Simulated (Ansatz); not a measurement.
## NaCl: a vibration from a frozen displacement

Method: DFT PBEsol, scalar-relativistic, plane waves, PAW in Ansatz 0.2.0. The runs took a 420 eV cutoff, a Γ-centred 8×8×8 mesh and Gaussian smearing (0.05 eV). No spin polarisation. Energies are free energies at this smearing, counted from the undisturbed cell; pressure is positive in compression.

Reference structure (as given, not relaxed at this level; it stands at -0.8 GPa):

```xyz
2
Lattice="0.0000 2.8317 2.8317 2.8317 0.0000 2.8317 2.8317 2.8317 0.0000" Properties=species:S:1:pos:R:3 pbc="T T T"
Na    0.0000    0.0000    0.0000
Cl    2.8317    2.8317    2.8317
```

Every Cl atom is moved by x along the Cartesian unit vector (0.707, -0.707, 0.000); the cell and all other atoms stay fixed. The cell's volume is 45.41 Å³; the moved atoms weigh 35.450 u together and the others 22.990 u. Some rows repeat others by symmetry and weren't run.

| x (Å) | ΔE (meV/cell) | total force on the moved atoms along the move (eV/Å) | pressure (GPa) |
| --- | --- | --- | --- |
| -0.3000 | 56.70 | 0.3968 | 0.1311 |
| -0.2625 | 42.90 | 0.3397 | -0.0848 |
| -0.2250 | 31.19 | 0.2854 | -0.2714 |
| -0.1875 | 21.47 | 0.2338 | -0.4285 |
| -0.1500 | 13.64 | 0.1843 | -0.5567 |
| -0.1125 | 7.62 | 0.1366 | -0.6560 |
| -0.0750 | 3.37 | 0.0902 | -0.7269 |
| -0.0375 | 0.84 | 0.0450 | -0.7693 |
| 0.0000 | 0.00 | 0.0000 | -0.7834 |
| 0.0375 | 0.84 | -0.0450 | -0.7693 |
| 0.0750 | 3.37 | -0.0902 | -0.7269 |
| 0.1125 | 7.62 | -0.1366 | -0.6560 |
| 0.1500 | 13.64 | -0.1843 | -0.5567 |
| 0.1875 | 21.47 | -0.2338 | -0.4285 |
| 0.2250 | 31.19 | -0.2854 | -0.2714 |
| 0.2625 | 42.90 | -0.3397 | -0.0848 |
| 0.3000 | 56.70 | -0.3968 | 0.1311 |

Q: What frequency belongs to this motion?

A: The force constant is k = −dF/dx = 1.199 eV/Å², from the parabola through x = -0.0375, 0 and 0.0375. In every cell the moved atoms swing against the rest, so the mass is μ = m₁m₂/(m₁ + m₂) = 13.946 u, and ν̃ = 521.5 cm⁻¹ × √(|k|/μ) = 153 cm⁻¹. To first order in x, and within 1 %, the force on every atom lies along the move and, within each of the two groups, in proportion to the atom's mass, so this is itself a mode at the zone centre of this cell, taken without macroscopic field (the transverse frequency in a polar insulator).

Q: How far does the harmonic law reach?

A: At x = -0.300 Å, kx²/2 = 53.97 meV against the computed 56.70 meV (+5.1 %): the well is still close to harmonic there.

Q: The pressure changes with x². What does that say about the frequency under compression?

A: With E = k(V)x²/2, k ∝ V^(−2γ) and x scaling with the cell as V^(1/3), P − P0 = −∂E/∂V = (2γ − 2/3) ΔE/V. At x = 0.0750 Å, V(P − P0) = 45.41 × 0.05654 / 160.2 eV = 16.03 meV and ΔE = 3.37 meV, so γ = 1/3 + V(P − P0)/(2ΔE) = 2.71. This is the Grüneisen parameter of the motion under uniform scaling of the cell: shrinking the cell evenly by 1 % in volume raises the frequency by about 2.71 %.